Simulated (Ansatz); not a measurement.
Write the native input for Ansatz 0.2.0 that does the following.

```
Task                : single point
Functional          : PBE
Potentials or basis : all-electron LAPW, scalar-relativistic
Cutoff              : 159 eV (chosen from the basis error)
Basis error allowed : 0.001 eV/atom
k mesh              : 9 × 9 × 9
Occupations         : gaussian, width 0.014 eV
Spin                : no spin polarisation
```

Crystal: Bi.

```
Bi
1.0
    -1.98143    1.98143    1.98143
     1.98143   -1.98143    1.98143
     1.98143    1.98143   -1.98143
Bi
1
Cartesian
  0.0000 0.0000 0.0000
```

This isn't the form of Bi at room conditions, which is rhombohedral.

These files were run (other wordings do the same):

input.yaml

```yaml
crystal:
  lattice:
    - [-1.9814305318, 1.9814305318, 1.9814305318]
    - [1.9814305318, -1.9814305318, 1.9814305318]
    - [1.9814305318, 1.9814305318, -1.9814305318]
  atoms:
    - { symbol: Bi, position: [0.0, 0.0, 0.0] }
kpoints:
  mp_grid: { grid: [9, 9, 9] }
scf:
  occupations: { method: gaussian, width: 0.014 }
hamiltonian:
  xc: pbe
  pseudopotentials: { kind: all_electron, lapw: { basis_error: 0.001 } }
output:
  forces: true
  stress: true
  eigenvalues: true
```

Potentials or basis: all-electron LAPW, scalar-relativistic.

The run is started by

```console
$ ansatz run input.yaml --threads 1 --pin off --max-ram 3072MiB --backend cpu --events-out ev --progress --plain --runs-dir out
```

Results of the run:

```yaml
Pressure: 0.9 GPa
Band_gap_on_the_k_mesh: none (metal or under the smearing width)
```

Caveat: spin-orbit coupling is left out, which moves the levels of the heavy elements.

Run time: 3.4 s on 1 thread of Arm Neoverse V1, with other jobs on the host, peak memory 0.23 GiB.
